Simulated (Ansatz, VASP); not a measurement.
## Be: VASP beside Ansatz

INCAR

```
  PREC = Accurate
  ENCUT = 520
  EDIFF = 1E-6
  ISMEAR = 0
  SIGMA = 0.02
  LREAL = False
  LASPH = True
  NELM = 100
  ALGO = Normal
  ISIF = 2
  LWAVE = False
  LCHARG = False
  GGA = PE
  NBANDS = 7
```

KPOINTS

```
regular mesh
0
Gamma
  15 15 15
```

File POSCAR:

```
Be
1.0
   -1.2531209513      1.2531209513      1.2531209513
    1.2531209513     -1.2531209513      1.2531209513
    1.2531209513      1.2531209513     -1.2531209513
Be
1
Direct
    0.0000000000      0.0000000000      0.0000000000
```

Contents of input.yaml:

```yaml
crystal:
  lattice:
    - [-1.2531209513, 1.2531209513, 1.2531209513]
    - [1.2531209513, -1.2531209513, 1.2531209513]
    - [1.2531209513, 1.2531209513, -1.2531209513]
  atoms:
    - { symbol: Be, position: [0.0, 0.0, 0.0] }
kpoints:
  mp_grid: { grid: [15, 15, 15] }
scf:
  occupations: { method: gaussian, width: 0.02 }
hamiltonian:
  xc: pbe
  pseudopotentials: { kind: all_electron, lapw: { basis_error: 0.001 } }
output:
  forces: true
  stress: true
  eigenvalues: true
```

This isn't the form of Be at room conditions, which is hcp.

Alike in both runs: task single point; functional PBE; k mesh 15 × 15 × 15; occupations gaussian, width 0.02 eV; no spin polarisation.

|  | VASP | Ansatz |
| --- | --- | --- |
| version | VASP 6.6.1 | Ansatz 0.2.0 |
| potentials or method | VASP PAW PBE potentials, release 64 (Be) | all-electron LAPW, scalar-relativistic |
| plane-wave cutoff (eV) | 520 | see its input |

```tsv
	VASP	Ansatz	Ansatz less VASP
gap on the k mesh at the Fermi level (eV)	none	none	-
pressure (GPa)	-0.7	-0.9	-0.17
```

A gap of «none» marks a metal or a gap that the smearing closes. Ansatz ran all-electron here, so the differences hold the error of VASP's frozen core and of both bases.
